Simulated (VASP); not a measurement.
Input of a VASP 6.6.1 run:

INCAR

```
SYSTEM = La2O3
ALGO = Fast
EDIFF = 1E-6
ENCUT = 450
GGA = PE
ISIF = 2
ISMEAR = 0
KPAR = 4
LASPH = .True.
LCHARG = .False.
LMAXMIX = 6
LREAL = .False.
LWAVE = .False.
NELM = 120
PREC = Accurate
SIGMA = 0.02
```

Contents of KPOINTS:

```
k-points
0
Gamma
  10 10 6
  0 0 0
```

File POSCAR:

```
La2O3                                   
1.0
    3.9365940110      0.0000000001      0.0000000000
   -1.9682969553      3.4091903997     -0.0000000000
    0.0000000000     -0.0000000000      6.1776239302
  La              O             
     2     3
Direct
     0.6666666699999979    0.3333333300000021    0.7527343808979549
     0.3333333300000021    0.6666666699999979    0.2472656191020451
     0.6666666699999979    0.3333333300000021    0.3546157206893956
     0.3333333300000021    0.6666666699999979    0.6453842793106043
     0.0000000000000000    0.0000000000000000    0.0000000000000000
```

KPOINTS_OPT

```
path GMKGALHA,LM,KH
10
line-mode
reciprocal
 0.0000000000  0.0000000000  0.0000000000  G
 0.5000000000  0.0000000000  0.0000000000  M

 0.5000000000  0.0000000000  0.0000000000  M
 0.3333333333  0.3333333333  0.0000000000  K

 0.3333333333  0.3333333333  0.0000000000  K
 0.0000000000  0.0000000000  0.0000000000  G

 0.0000000000  0.0000000000  0.0000000000  G
 0.0000000000  0.0000000000  0.5000000000  A

 0.0000000000  0.0000000000  0.5000000000  A
 0.5000000000  0.0000000000  0.5000000000  L

 0.5000000000  0.0000000000  0.5000000000  L
 0.3333333333  0.3333333333  0.5000000000  H

 0.3333333333  0.3333333333  0.5000000000  H
 0.0000000000  0.0000000000  0.5000000000  A

 0.5000000000  0.0000000000  0.5000000000  L
 0.5000000000  0.0000000000  0.0000000000  M

 0.3333333333  0.3333333333  0.0000000000  K
 0.3333333333  0.3333333333  0.5000000000  H
```

Potentials or basis: VASP PAW PBE potentials, release 64 (La, O).

Run with:

```console
$ cat potpaw_PBE.64/La/POTCAR potpaw_PBE.64/O/POTCAR > POTCAR
$ mpirun -np 4 vasp_std > vasp.out
```

(1) What does it give for the band gap along the path?

(2) Estimate the largest force.

Results:

(1) 3.86 eV, indirect (least direct gap 3.98 eV).

(2) 0.003 eV/Å.

Caveat: spin-orbit coupling is left out, which moves the levels of the heavy elements.
